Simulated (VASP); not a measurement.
**Ta: relaxation of the atoms with LDA**

Ta:

```xyz
1
Lattice="-1.6283 1.6283 1.6283 1.6283 -1.6283 1.6283 1.6283 1.6283 -1.6283" Properties=species:S:1:pos:R:3 pbc="T T T"
Ta    0.0000    0.0000    0.0000
```

- Program: VASP 6.6.1
- Task: relaxation of the atoms
- Functional: LDA
- Potentials or basis: VASP PAW LDA potentials, release 64 (Ta_pv)
- Cutoff: 600 eV
- k mesh: 16 × 16 × 16
- Occupations: methfessel-paxton, width 0.1 eV
- Spin: no spin polarisation
- Further INCAR settings: ALGO = Normal; EDIFF = 1e-07; IBRION = 2; EDIFFG = -0.01; NSW = 40

```
Pressure after relaxing : 0.0 GPa
Band gap on the k mesh  : none (metal or under the smearing width)
```

Final structure:
```cif
data_structure
_symmetry_space_group_name_H-M 'P 1'
_symmetry_Int_Tables_number 1
_cell_length_a 2.8203
_cell_length_b 2.8203
_cell_length_c 2.8203
_cell_angle_alpha 109.471
_cell_angle_beta 109.471
_cell_angle_gamma 109.471
_cell_volume 17.27
loop_
_atom_site_label
_atom_site_type_symbol
_atom_site_fract_x
_atom_site_fract_y
_atom_site_fract_z
_atom_site_occupancy
Ta1 Ta 0.00000 0.00000 0.00000 1
```

Levels at points of the mesh, in eV from the Fermi level:
```csv
k point,band 1,band 2,band 3,band 4,band 5,band 6,band 7,band 8,band 9
"(0.00, 0.00, 0.00)",-32.71,-32.71,-32.71,-7.98,0.68,0.68,0.68,4.09,4.09
"(0.50, 0.00, 0.00)",-34.09,-33.16,-32.73,-4.55,-1.70,1.96,4.00,5.07,8.19
"(0.50, 0.50, 0.50)",-33.67,-33.67,-33.67,-4.06,-4.06,7.15,7.15,7.15,9.16
```

Wall time 7.4 s on 1 thread of Intel(R) Xeon(R) 6975P-C (Granite Rapids) (shared host), peak memory 0.15 GiB.

Caveat: the relaxation stopped at its first step, so nothing moved. Spin-orbit coupling is left out, which matters for the levels of Ta.
